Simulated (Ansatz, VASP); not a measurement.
# Cu: VASP beside Ansatz

File INCAR:

```
SYSTEM = Cu
PREC     = Accurate       ! precision mode
ENCUT    = 520            ! plane-wave cutoff, eV
EDIFF    = 1E-6           ! SCF threshold, eV
ISMEAR   = 0              ! smearing method
SIGMA    = 0.15           ! smearing width, eV
LREAL    = .FALSE.        ! projectors in reciprocal space
LASPH    = .TRUE.         ! aspherical terms in the spheres
NELM     = 100            ! most SCF steps
ALGO     = Fast           ! electronic algorithm
ISIF     = 2              ! what is computed and relaxed
LWAVE    = .FALSE.        ! write WAVECAR
LCHARG   = .FALSE.        ! write CHGCAR
NBANDS   = 18             ! bands
```

The input KPOINTS:

```
regular mesh
0
G
  21 21 12
  0 0 0
```

POSCAR

```
Cu
1.0
    2.5340966698      0.0000000000      0.0000000000
   -1.2670483349      2.1945920917      0.0000000000
    0.0000000000      0.0000000000      4.1948224200
Cu
2
Direct
    0.3333333333      0.6666666667      0.2500000000
    0.6666666667      0.3333333333      0.7500000000
```

Input for Ansatz:

```yaml
crystal:
  lattice:
    - [2.5340966698, 0.0, 0.0]
    - [-1.2670483349, 2.1945920917, 0.0]
    - [0.0, 0.0, 4.19482242]
  atoms:
    - { symbol: Cu, position: [0.3333333333, 0.6666666667, 0.25] }
    - { symbol: Cu, position: [0.6666666667, 0.3333333333, 0.75] }
basis:
  ecutwfc: 420
kpoints:
  mp_grid: { grid: [21, 21, 12] }
hamiltonian:
  xc: lda
scf:
  occupations: { method: gaussian, width: 0.15 }
output:
  forces: true
  stress: true
  eigenvalues: true
```

Change from the starting cell: strain +0.0200 x Voigt [0, 0, 1, 0, 0, 0], atoms carried along.

Alike in both runs: task single point; functional LDA; k mesh 21 × 21 × 12; occupations gaussian, width 0.15 eV; no spin polarisation.

|  | VASP | Ansatz |
| --- | --- | --- |
| version | VASP 6.6.1 | Ansatz 0.2.0 |
| potentials or method | VASP PAW LDA potentials, release 64 (Cu) | scalar-relativistic, plane waves, PAW |
| plane-wave cutoff (eV) | 520 | 420 |
| valence electrons in the cell | 22 | 38 |

|  | VASP | Ansatz | Ansatz less VASP |
| --- | --- | --- | --- |
| gap on the k mesh at the Fermi level (eV) | none | none | - |
| pressure (GPa) | -9.7 | -10.8 | -1.12 |
| largest component of the traceless stress (GPa) | 0.27 | 0.24 | -0.032 |

A gap of «none» marks a metal or a gap that the smearing closes. The two sets of potentials don't hold the same shells in valence.
